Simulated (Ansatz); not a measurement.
Runs of Ansatz 0.2.0 on NiO2. Symmetry: P6_3/mmc, No. 194, hexagonal system. Conventional cell: a = 2.912 Å, b = 2.912 Å, c = 10.555 Å, α = 90.00°, β = 90.00°, γ = 120.00°. Ni (site symmetry -3m) is surrounded by 6 O at 1.93 Å. O (site symmetry 3m) is surrounded by 3 Ni at 1.93 Å. The cell comes from a database or a generator and needn't be the stable form of this composition.

```tsv
task	level	cell	cutoff (eV)	points for each segment of the path	gap on the mesh (eV)	pressure (GPa)	moment (μB)	relaxed volume (Å³/atom)	largest force (eV/Å)
band structure	r2SCAN	as given	500	14	(c)	-16.1	0.00	-	0.96
relaxation of cell and atoms	LDA	relaxed	420	-	0.91	0.0	0.00	10.39	-
band structure	LDA	as given	420	14	(b)	(a)	0.00	-	1.44
relaxation of cell and atoms	r2SCAN	relaxed	500	-	1.64	0.0	0.00	11.38	-
```

Alike in all rows: potentials or basis Ansatz PAW; spin collinear, ferromagnetic start; k mesh 10 × 10 × 3; smearing fermi-dirac 0.05 eV.

Question: Estimate the missing entries.

Answer: (a) -20.1; (b) 0.84; (c) 1.38.

Caveats: the PAW data sets come from PBE, with cores solved anew for the run's functional, which leaves a small shift of forces and pressure; the starting moments weren't kept; the magnetic or orbital state may not be the lowest (some runs); odd divisions of the mesh miss points on the zone boundary, where band edges often lie, so the gap on the mesh can be too wide (some runs); the plane-wave basis is chosen anew once the cell has moved, so the energies of steps on either side of that aren't comparable (some runs); the volume moved by over 15 % at a fixed basis, so the end points are rough (some runs); forces of over 1 eV/Å show positions far from the minimum, so gaps and moduli don't describe the material at rest (some runs).

A k mesh can miss the band edges.
